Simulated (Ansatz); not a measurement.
# Hf2C, relaxed, part 2 of 2

Aim: in Hf2C, a structure type of another compound, with these elements put in, relax cell and atoms, then read levels, charges and fields where it ends.

Ansatz 0.2.0; DFT, PBE, spin-orbit coupling, plane waves, PAW. Relaxing cell and atoms. Earlier steps stand in the parts before.

### Step 7. Outcome

The summary covers parts 1 to 2.

| quantity | value |
| --- | --- |
| moves | 6 |
| energy gained | 32.2 meV/atom |
| largest move | 0.06 Å (Hf) |
| space group (0.01 Å), before / after | R-3m / R-3m |
| cell | a = 3.287 Å, b = 3.287 Å, c = 5.602 Å, α = 107.06°, β = 107.06°, γ = 60.00° |
| volume | 16.44 Å³/atom (-6.1 %) |
| pressure at the end | 0.00 GPa |
| formation energy (elements from separate runs) | -0.65 eV/atom |
| character | metal |
| density of states, mean within 0.25 eV of the Fermi level | 1.8 per eV per cell |
| Bader charges | C -2.21, Hf +1.11 e |
| moments | none |

**Reading.** The volume shrank by 6.1 %, and the largest move of an atom is 0.06 Å apart from the change of the cell; the energy fell by 32.2 meV per atom. With 12 symmetry operations imposed, the end may be a saddle point towards distortions that break them. Bands cross the Fermi level: a metal; within 0.25 eV of the Fermi level the density of states averages 1.8 per eV per cell, mostly Hf d (85 %). The spin density vanishes in this state. No starting moment was given, so this is set by the input, not found. Set against separate runs on the elements (C graphite, Hf hcp), it forms at -0.65 eV per atom, so it holds against falling apart into elements.

Keep in mind: the k mesh is coarse for a cell without a gap.
